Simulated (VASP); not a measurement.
# Se (Cmcm) in VASP: notebook

One crystal, Se, is run at these levels: PBE; tasks: single point.

Program: VASP 6.6.1. These are calculated values, not measurements. Logs are shortened: lines on timing, memory, paths and dates and some standing lists are left out, and cuts for length are marked.

## Step 1: The structure

The structure is orthorhombic, space group Cmcm (No. 63). The conventional cell has a = 2.789 Å, b = 8.078 Å, c = 4.613 Å, α = 90.00°, β = 90.00°, γ = 90.00°. Around Se (site symmetry m2m) lie 4 Se at 2.53 to 2.79 Å.

This isn't the form of Se at room conditions, which is trigonal, of chains.

## Step 2: Single point, PBE

File INCAR:

```
SYSTEM = Se
  PREC = Accurate
  ENCUT = 520
  EDIFF = 1E-6
  ISMEAR = 0
  SIGMA = 0.05
  LREAL = .False.
  LASPH = .True.
  NELM = 100
  ALGO = Normal
  ISIF = 2
  LWAVE = .False.
  LCHARG = .False.
  GGA = PE
  ADDGRID = .False.
```

File KPOINTS:

```
regular mesh
0
Gamma
  6 6 4
  0 0 0
```

File POSCAR:

```
Se
1.0
    1.3942694300     -4.0390027650      0.0000000000
    1.3942694300      4.0390027650      0.0000000000
    0.0000000000      0.0000000000      4.6134314000
Se
2
Direct
    0.0643446800      0.9356553200      0.2500000000
    0.9356553200      0.0643446800      0.7500000000
```

Potentials or basis: VASP PAW PBE potentials, release 64 (Se).

The run is started by

```
$ cat potpaw_PBE.64/Se/POTCAR > POTCAR
$ mpirun -np 1 vasp_std > vasp.out
```

OUTCAR:

```text
SYSTEM = Se
   PREC = Accurate
   ENCUT = 520
   EDIFF = 1E-6
   ISMEAR = 0
   LREAL = .False.
   LASPH = .True.
   NELM = 100
   ISIF = 2
   GGA = PE

 Found     39 irreducible k-points:

 Following reciprocal coordinates:
            Coordinates               Weight
  0.000000  0.000000  0.000000      1.000000
  0.166667  0.000000  0.000000      4.000000
  0.333333  0.000000  0.000000      4.000000
  0.500000  0.000000  0.000000      2.000000
  0.166667  0.166667  0.000000      2.000000
  0.333333  0.166667  0.000000      4.000000
   k-points           NKPTS =     39   k-points in BZ     NKDIM =     39   number of bands    NBANDS=     10
   number of dos      NEDOS =    301   number of ions     NIONS =      2
   total plane-waves  NPLWV =  36864
   dimension x,y,z NGX =    32 NGY =   32 NGZ =   36
   dimension x,y,z NGXF=    64 NGYF=   64 NGZF=   72
   ions per type =               2
   NGX,Y,Z   is equivalent  to a cutoff of  12.45, 12.45, 12.97 a.u.
   NGXF,Y,Z  is equivalent  to a cutoff of  24.90, 24.90, 25.95 a.u.
 SYSTEM =  Se
   PREC   = accura    normal or accurate (medium, high low for compatibility)
   ISTART =      0    job   : 0-new  1-cont  2-samecut
   ICHARG =      2    charge: 1-file 2-atom 10-const
   ISPIN  =      1    spin polarized calculation?
   LNONCOLLINEAR =      F non collinear calculations
   LSORBIT =      F    spin-orbit coupling
   LASPH  =      T    aspherical Exc in radial PAW
   ENCUT  =  520.0 eV  38.22 Ry    6.18 a.u.   7.94  7.94  8.58*2*pi/ulx,y,z
   NELM   =    100;   NELMIN=  2; NELMDL= -5     # of ELM steps
   EDIFF  = 0.1E-05   stopping-criterion for ELM
   LREAL  =      F    real-space projection
   EDIFFG = 0.1E-04   stopping-criterion for IOM
   NSW    =      0    number of steps for IOM
   IBRION =     -1    ionic relax: 0-MD 1-quasi-New 2-CG
   NFREE  =      0    steps in history (QN), initial steepest desc. (CG)
   ISIF   =      2    stress and relaxation
   ISYM   =      2    0-nonsym 1-usesym 2-fastsym
   POTIM  = 0.5000    time-step for ionic-motion
   TEBEG  =    0.0;   TEEND  =   0.0 temperature during run
   PSTRESS=    0.0 pullay stress
   NELECT =      12.0000    total number of electrons
   NUPDOWN=      -1.0000    fix difference up-down
   EMIN   =  10.00;   EMAX   =-10.00  energy-range for DOS
   EFERMI =   0.00;   METHOD = LEGACY
   ISMEAR =     0;   SIGMA  =   0.05  broadening in eV -4-tet -1-fermi 0-gaus
   EFERMI_NEDOS =   21; number of points for ismear=-14 and -15
   IALGO  =     38    algorithm
   IMIX   =      4    mixing-type and parameters
     AMIX     =   0.40;   BMIX     =  1.00
     AMIX_MAG =   1.60;   BMIX_MAG =  1.00
  volume/ion in A,a.u.               =      25.98       175.32
  Fermi-wavevector in a.u.,A,eV,Ry     =   1.004408  1.898056 13.726046  1.008836
  Thomas-Fermi vector in A             =   2.137022
   LORBIT       =      0    0 simple, 1 ext, 2 COOP (PROOUT), +10 PAW based schemes
   GGA     = PE    functional components
   LHFCALC =     F    Hartree Fock is set to
   AEXX    =    0.0000 exact exchange contribution
   IVDW    =     0    specifies the selected vdW correction
   LEPSILON=     F    determine dielectric tensor
   LRPA    =     F    only Hartree local field effects (RPA)
 non-spin polarized calculation
 Gauss-broadening in eV      SIGMA  =   0.05
  energy-cutoff  :      520.00
  volume of cell :       51.96
 maximum number of plane-waves:      1424
   NGX = 15   NGY = 15   NGZ = 17

 number of electron      12.0000000 magnetization

 Free energy of the ion-electron system (eV)
  ---------------------------------------------------
  ext. energy  EPLUGINS =         0.00000000
  ---------------------------------------------------
  free energy    TOTEN  =        -6.65381305 eV

  energy without entropy =       -6.65127484  energy(sigma->0) =       -6.65254395

 E-fermi :   3.2073     XC(G=0):  -9.0999

 val. band max:        3.2029167779   @ k =   0.5000   0.0000   0.2500
 cond. band min:       3.2284440785   @ k =   0.5000   0.3333   0.5000
 fundamental gap:      0.0255273006
 Fermi energy:         3.2072547412

 k-point     1 :       0.0000    0.0000    0.0000
  band No.  band energies     occupation
      1     -12.6979      2.00000
      2      -8.7364      2.00000
      3      -3.3077      2.00000
      4       0.8958      2.00000
      5       1.0887      2.00000
      6       5.2568      0.00000
      7       5.6201      0.00000
      8       7.6251      0.00000
      9       8.7260      0.00000
     10      10.1138      0.00000

 k-point     2 :       0.1667    0.0000    0.0000
  band No.  band energies     occupation
      1     -12.2752      2.00000
      2      -8.3373      2.00000
      3      -2.9306      2.00000
      4       0.8141      2.00000
      5       1.6895      2.00000
      6       2.3224      2.00000
      7       5.0021      0.00000
      8       5.8005      0.00000
      9       9.2316      0.00000
     10      10.8892      0.00000

 k-point     3 :       0.3333    0.0000    0.0000
  band No.  band energies     occupation
      1     -11.1855      2.00000
      2      -7.2959      2.00000
      3      -2.0139      2.00000
      4      -1.6512      2.00000
      5       1.2799      2.00000
      6       1.5306      2.00000
      7       2.6260      2.00000
      8       6.2554      0.00000
      9       9.6413      0.00000
     10      10.0959      0.00000

 k-point     4 :       0.5000    0.0000    0.0000
  band No.  band energies     occupation
      1     -10.3979      2.00000
      2      -6.5281      2.00000
      3      -3.3926      2.00000
      4      -1.4220      2.00000
      5      -0.3734      2.00000
      6       2.0728      2.00000
      7       2.8713      2.00000
      8       6.4915      0.00000
      9       8.1944      0.00000
     10       9.0388      0.00000

 k-point     5 :       0.1667    0.1667    0.0000
  band No.  band energies     occupation
      1     -11.2320      2.00000
      2      -7.2591      2.00000
      3      -2.0630      2.00000
      4      -1.6001      2.00000
      5       1.2075      2.00000
      6       2.2678      2.00000
      7       2.2818      2.00000
      8       6.5898      0.00000
      9       9.5746      0.00000
     10      10.2412      0.00000

 k-point     6 :       0.3333    0.1667    0.0000
  band No.  band energies     occupation
      1     -10.3983      2.00000
      2      -6.5253      2.00000
      3      -3.3921      2.00000
      4      -1.4222      2.00000
      5      -0.3983      2.00000
      6       2.0565      2.00000
      7       2.9242      2.00000
      8       6.5533      0.00000
      9       8.0611      0.00000
     10       9.3158      0.00000

 [... further k-points ...]
[... 5 lines left out ...]
  --------------------------------------------------------------------------------------
  -------------------------------------------------------------------------------------
  Total        1.7620814     -0.0097183     -0.1776245      0.0000000     -0.0000000      0.0000000
  in kB       54.3327419     -0.2996588     -5.4769480      0.0000000     -0.0000000      0.0000000
  external PRESSURE =      16.1853784 kB  Pullay stress =       0.0000000 kB

 VOLUME and BASIS-vectors are now :
 -----------------------------------------------------------------------------
  energy-cutoff  :      520.00
  volume of cell :       51.96
      direct lattice vectors                 reciprocal lattice vectors
     1.394269430 -4.039002765  0.000000000     0.358610746 -0.123792933  0.000000000
     1.394269430  4.039002765  0.000000000     0.358610746  0.123792933  0.000000000
     0.000000000  0.000000000  4.613431400     0.000000000  0.000000000  0.216758398

 POSITION                                       TOTAL-FORCE (eV/Angst)
 -----------------------------------------------------------------------------------
      1.39427      3.51923      1.15336         0.000000      0.331686     -0.000000
      1.39427     -3.51923      3.46007         0.000000     -0.331686      0.000000
 -----------------------------------------------------------------------------------
    total drift:                                0.000000     -0.000000      0.000000

  FREE ENERGIE OF THE ION-ELECTRON SYSTEM (eV)
  ---------------------------------------------------
  free  energy   TOTEN  =        -6.6538130503 eV

  energy  without entropy=       -6.6512748430  energy(sigma->0) =       -6.65254395
```

OSZICAR:

```text
N       E                     dE             d eps       ncg     rms          rms(c)
DAV:   1     0.502938548834E+02    0.50294E+02   -0.51288E+03   780   0.100E+03
DAV:   2    -0.403853658848E+01   -0.54332E+02   -0.52283E+02  1198   0.144E+02
DAV:   3    -0.666510322270E+01   -0.26266E+01   -0.26103E+01   952   0.381E+01
DAV:   4    -0.668474110599E+01   -0.19638E-01   -0.19630E-01   954   0.356E+00
DAV:   5    -0.668483773209E+01   -0.96626E-04   -0.96622E-04   922   0.227E-01    0.539E+00
DAV:   6    -0.666115192806E+01    0.23686E-01   -0.18116E-02   836   0.916E-01    0.325E+00
DAV:   7    -0.665430184958E+01    0.68501E-02   -0.33525E-02   854   0.130E+00    0.175E-01
DAV:   8    -0.665388956225E+01    0.41229E-03   -0.38204E-03   818   0.401E-01    0.843E-02
DAV:   9    -0.665382631984E+01    0.63242E-04   -0.72006E-05   872   0.661E-02    0.323E-02
DAV:  10    -0.665381254545E+01    0.13774E-04   -0.77960E-05   834   0.617E-02    0.104E-02
DAV:  11    -0.665381305027E+01   -0.50482E-06   -0.77423E-06   822   0.209E-02
   1 F= -.66538131E+01 E0= -.66525439E+01  d E =-.253821E-02
```

stdout:

```text
POSCAR found type information on POSCAR Se
 POSCAR found :  1 types and       2 ions
 scaLAPACK will be used
 LDA part: xc-table for (Slater+PW92), standard interpolation
 POSCAR, INCAR and KPOINTS ok, starting setup
 FFT: planning ... GRIDC
 FFT: planning ... GRID_SOFT
 FFT: planning ... GRID
 WAVECAR not read
 entering main loop
```

Wall time 9.8 s (1 thread of Intel Xeon Platinum 8488C (Sapphire Rapids), shared host); peak memory 0.18 GiB.

These settings aren't checked as converged: the numbers below hold their error.

Results:

| Item | Value |
| --- | --- |
| Free energy | -6.6538 eV |
| Pressure | 1.6 GPa |
| Largest force | 0.332 eV/Å |
| Band gap on the k mesh | none (metal or under the smearing width) |

Caveat: the k mesh is coarse (spacing up to 0.40 Å⁻¹), so the values aren't converged.

## Step 3: Single point, PBE

Changes to INCAR since step 2:

```diff
@@ -2,3 +2,3 @@
   PREC = Accurate
-  ENCUT = 520
+  ENCUT = 280
   EDIFF = 1E-6
```

File KPOINTS:

```
regular mesh
0
Gamma
  9 9 5
  0 0 0
```

POSCAR is that of step 2.

Potentials or basis: VASP PAW PBE potentials, release 64 (Se).

The run is started by

```
$ cat potpaw_PBE.64/Se/POTCAR > POTCAR
$ mpirun -np 1 vasp_std > vasp.out
```

Wall time 7.6 s (1 thread of Intel Xeon Platinum 8488C (Sapphire Rapids), shared host); peak memory 0.14 GiB.

The run converged, but some of its settings lie outside the range that counts as converged, so its numbers aren't taken as properties of the crystal.

What came out:

```yaml
Free_energy: -6.6412 eV
Pressure: 1.7 GPa
Largest_force: 0.054 eV/Å
Band_gap_on_the_k_mesh: none (metal or under the smearing width)
```

## Step 4: Single point, PBE

Changes to INCAR since step 3:

```diff
@@ -2,3 +2,3 @@
   PREC = Accurate
-  ENCUT = 280
+  ENCUT = 460
   EDIFF = 1E-6
```

File KPOINTS:

```
regular mesh
0
Gamma
  7 7 4
  0 0 0
```

POSCAR is that of step 3.

Potentials or basis: VASP PAW PBE potentials, release 64 (Se).

The run is started by

```
$ cat potpaw_PBE.64/Se/POTCAR > POTCAR
$ mpirun -np 1 vasp_std > vasp.out
```

OUTCAR:

```text
SYSTEM = Se
   PREC = Accurate
   ENCUT = 460
   EDIFF = 1E-6
   ISMEAR = 0
   LREAL = .False.
   LASPH = .True.
   NELM = 100
   ISIF = 2
   GGA = PE

 Found     48 irreducible k-points:

 Following reciprocal coordinates:
            Coordinates               Weight
  0.000000  0.000000  0.000000      1.000000
  0.142857 -0.000000  0.000000      4.000000
  0.285714  0.000000  0.000000      4.000000
  0.428571 -0.000000  0.000000      4.000000
  0.142857  0.142857  0.000000      2.000000
  0.285714  0.142857  0.000000      4.000000
   k-points           NKPTS =     48   k-points in BZ     NKDIM =     48   number of bands    NBANDS=     10
   number of dos      NEDOS =    301   number of ions     NIONS =      2
   total plane-waves  NPLWV =  28800
   dimension x,y,z NGX =    30 NGY =   30 NGZ =   32
   dimension x,y,z NGXF=    60 NGYF=   60 NGZF=   64
   ions per type =               2
   NGX,Y,Z   is equivalent  to a cutoff of  11.67, 11.67, 11.53 a.u.
   NGXF,Y,Z  is equivalent  to a cutoff of  23.34, 23.34, 23.06 a.u.
 SYSTEM =  Se
   PREC   = accura    normal or accurate (medium, high low for compatibility)
   ISTART =      0    job   : 0-new  1-cont  2-samecut
   ICHARG =      2    charge: 1-file 2-atom 10-const
   ISPIN  =      1    spin polarized calculation?
   LNONCOLLINEAR =      F non collinear calculations
   LSORBIT =      F    spin-orbit coupling
   LASPH  =      T    aspherical Exc in radial PAW
   ENCUT  =  460.0 eV  33.81 Ry    5.81 a.u.   7.47  7.47  8.07*2*pi/ulx,y,z
   NELM   =    100;   NELMIN=  2; NELMDL= -5     # of ELM steps
   EDIFF  = 0.1E-05   stopping-criterion for ELM
   LREAL  =      F    real-space projection
   EDIFFG = 0.1E-04   stopping-criterion for IOM
   NSW    =      0    number of steps for IOM
   IBRION =     -1    ionic relax: 0-MD 1-quasi-New 2-CG
   NFREE  =      0    steps in history (QN), initial steepest desc. (CG)
   ISIF   =      2    stress and relaxation
   ISYM   =      2    0-nonsym 1-usesym 2-fastsym
   POTIM  = 0.5000    time-step for ionic-motion
   TEBEG  =    0.0;   TEEND  =   0.0 temperature during run
   PSTRESS=    0.0 pullay stress
   NELECT =      12.0000    total number of electrons
   NUPDOWN=      -1.0000    fix difference up-down
   EMIN   =  10.00;   EMAX   =-10.00  energy-range for DOS
   EFERMI =   0.00;   METHOD = LEGACY
   ISMEAR =     0;   SIGMA  =   0.05  broadening in eV -4-tet -1-fermi 0-gaus
   EFERMI_NEDOS =   21; number of points for ismear=-14 and -15
   IALGO  =     38    algorithm
   IMIX   =      4    mixing-type and parameters
     AMIX     =   0.40;   BMIX     =  1.00
     AMIX_MAG =   1.60;   BMIX_MAG =  1.00
  volume/ion in A,a.u.               =      25.98       175.32
  Fermi-wavevector in a.u.,A,eV,Ry     =   1.004408  1.898056 13.726046  1.008836
  Thomas-Fermi vector in A             =   2.137022
   LORBIT       =      0    0 simple, 1 ext, 2 COOP (PROOUT), +10 PAW based schemes
   GGA     = PE    functional components
   LHFCALC =     F    Hartree Fock is set to
   AEXX    =    0.0000 exact exchange contribution
   IVDW    =     0    specifies the selected vdW correction
   LEPSILON=     F    determine dielectric tensor
   LRPA    =     F    only Hartree local field effects (RPA)
 non-spin polarized calculation
 Gauss-broadening in eV      SIGMA  =   0.05
  energy-cutoff  :      460.00
  volume of cell :       51.96
 maximum number of plane-waves:      1184
 NGX is ok and might be reduce to    30
   NGX = 15   NGY = 15   NGZ = 17

 number of electron      12.0000001 magnetization

 Free energy of the ion-electron system (eV)
  ---------------------------------------------------
  ext. energy  EPLUGINS =         0.00000000
  ---------------------------------------------------
  free energy    TOTEN  =        -6.65354320 eV

  energy without entropy =       -6.65165380  energy(sigma->0) =       -6.65259850

 E-fermi :   3.1093     XC(G=0):  -9.0980

 val. band max:        3.0685904559   @ k =   0.4286  -0.0000   0.2500
 cond. band min:       3.1106403512   @ k =  -0.2857   0.1429   0.2500
 fundamental gap:      0.0420498953
 Fermi energy:         3.1093213076

 k-point     1 :       0.0000    0.0000    0.0000
  band No.  band energies     occupation
      1     -12.6917      2.00000
      2      -8.7134      2.00000
      3      -3.3153      2.00000
      4       0.8974      2.00000
      5       1.0717      2.00000
      6       5.2844      0.00000
      7       5.6296      0.00000
      8       7.6642      0.00000
      9       8.7223      0.00000
     10      10.1087      0.00000

 k-point     2 :       0.1429   -0.0000    0.0000
  band No.  band energies     occupation
      1     -12.3795      2.00000
      2      -8.4187      2.00000
      3      -3.0359      2.00000
      4       0.7966      2.00000
      5       1.5789      2.00000
      6       2.9092      2.00000
      7       5.5869      0.00000
      8       5.7620      0.00000
      9       9.0862      0.00000
     10      10.7060      0.00000

 k-point     3 :       0.2857    0.0000    0.0000
  band No.  band energies     occupation
      1     -11.5305      2.00000
      2      -7.6102      2.00000
      3      -2.3069      2.00000
      4      -0.6708      2.00000
      5       1.2555      2.00000
      6       2.1779      2.00000
      7       2.5524      2.00000
      8       6.1235      0.00000
      9      10.1799      0.00000
     10      10.5166      0.00000

 k-point     4 :       0.4286   -0.0000    0.0000
  band No.  band energies     occupation
      1     -10.5784      2.00000
      2      -6.6871      2.00000
      3      -3.0047      2.00000
      4      -1.5634      2.00000
      5       0.0258      2.00000
      6       1.8997      2.00000
      7       2.8445      2.00000
      8       6.4592      0.00000
      9       8.4788      0.00000
     10       9.2633      0.00000

 k-point     5 :       0.1429    0.1429    0.0000
  band No.  band energies     occupation
      1     -11.5695      2.00000
      2      -7.5806      2.00000
      3      -2.3494      2.00000
      4      -0.6223      2.00000
      5       1.7685      2.00000
      6       2.0031      2.00000
      7       2.4787      2.00000
      8       6.4182      0.00000
      9      10.0197      0.00000
     10      10.4395      0.00000

 k-point     6 :       0.2857    0.1429    0.0000
  band No.  band energies     occupation
      1     -10.6137      2.00000
      2      -6.6560      2.00000
      3      -2.9697      2.00000
      4      -1.5979      2.00000
      5      -0.0337      2.00000
      6       2.2416      2.00000
      7       2.7951      2.00000
      8       6.7059      0.00000
      9       8.3896      0.00000
     10       9.3515      0.00000

 [... further k-points ...]
[... 5 lines left out ...]
  --------------------------------------------------------------------------------------
  -------------------------------------------------------------------------------------
  Total        1.4875869      0.1799055      0.2318354      0.0000000     -0.0000000      0.0000000
  in kB       45.8688675      5.5472791      7.1485085      0.0000000     -0.0000000      0.0000000
  external PRESSURE =      19.5215517 kB  Pullay stress =       0.0000000 kB

 VOLUME and BASIS-vectors are now :
 -----------------------------------------------------------------------------
  energy-cutoff  :      460.00
  volume of cell :       51.96
      direct lattice vectors                 reciprocal lattice vectors
     1.394269430 -4.039002765  0.000000000     0.358610746 -0.123792933  0.000000000
     1.394269430  4.039002765  0.000000000     0.358610746  0.123792933  0.000000000
     0.000000000  0.000000000  4.613431400     0.000000000  0.000000000  0.216758398

 POSITION                                       TOTAL-FORCE (eV/Angst)
 -----------------------------------------------------------------------------------
      1.39427      3.51923      1.15336         0.000000      0.050346      0.000000
      1.39427     -3.51923      3.46007         0.000000     -0.050346     -0.000000
 -----------------------------------------------------------------------------------
    total drift:                               -0.000000     -0.000000      0.000000

  FREE ENERGIE OF THE ION-ELECTRON SYSTEM (eV)
  ---------------------------------------------------
  free  energy   TOTEN  =        -6.6535432021 eV

  energy  without entropy=       -6.6516538029  energy(sigma->0) =       -6.65259850
```

stdout:

```text
POSCAR found type information on POSCAR Se
 POSCAR found :  1 types and       2 ions
 scaLAPACK will be used
 LDA part: xc-table for (Slater+PW92), standard interpolation
 POSCAR, INCAR and KPOINTS ok, starting setup
 FFT: planning ... GRIDC
 FFT: planning ... GRID_SOFT
 FFT: planning ... GRID
 WAVECAR not read
 entering main loop
```

It took 11 s on 1 thread of Intel Xeon Platinum 8488C (Sapphire Rapids), shared host; peak memory 0.18 GiB.

The run converged, but some of its settings lie outside the range that counts as converged, so its numbers aren't taken as properties of the crystal.

What came out:

```yaml
Free_energy: -6.6535 eV
Pressure: 2.0 GPa
Largest_force: 0.050 eV/Å
Band_gap_on_the_k_mesh: none (metal or under the smearing width)
```
